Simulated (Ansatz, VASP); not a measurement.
**One calculation of I, two programs**

```
I
1.0
     0.00000    2.31731    3.83003
     2.14749    0.00000    3.83003
     2.14749    2.31731    0.00000
I
1
Direct
  0.00000 0.00000 0.00000
```

Change from the starting cell: volume scaled by 0.94.

Alike in both runs: task single point; functional PBE; k mesh 9 × 9 × 9; occupations fermi-dirac, width 0.05 eV; no spin polarisation.

|  | VASP | Ansatz |
| --- | --- | --- |
| version | VASP 6.6.1 | Ansatz 0.2.0 |
| potentials or method | VASP PAW PBE potentials, release 64 (I), cutoff 520 eV | all-electron LAPW, scalar-relativistic |

Ansatz gave:

* gap on the k mesh at the Fermi level (eV): none
* pressure (GPa): 2.4
* largest component of the traceless stress (GPa): 1.29

Estimate VASP's values.

gap on the k mesh at the Fermi level (eV): none; pressure (GPa): 2.3; largest component of the traceless stress (GPa): 1.23.

A gap of «none» marks a metal or a gap that the smearing closes. Ansatz ran all-electron here, so the differences hold the error of VASP's frozen core and of both bases.

Caveats: an odd number of electrons without spin polarisation forces a metal; a magnetic or distorted state may lie lower. The runs have no spin-orbit coupling, so splittings on I are missing.
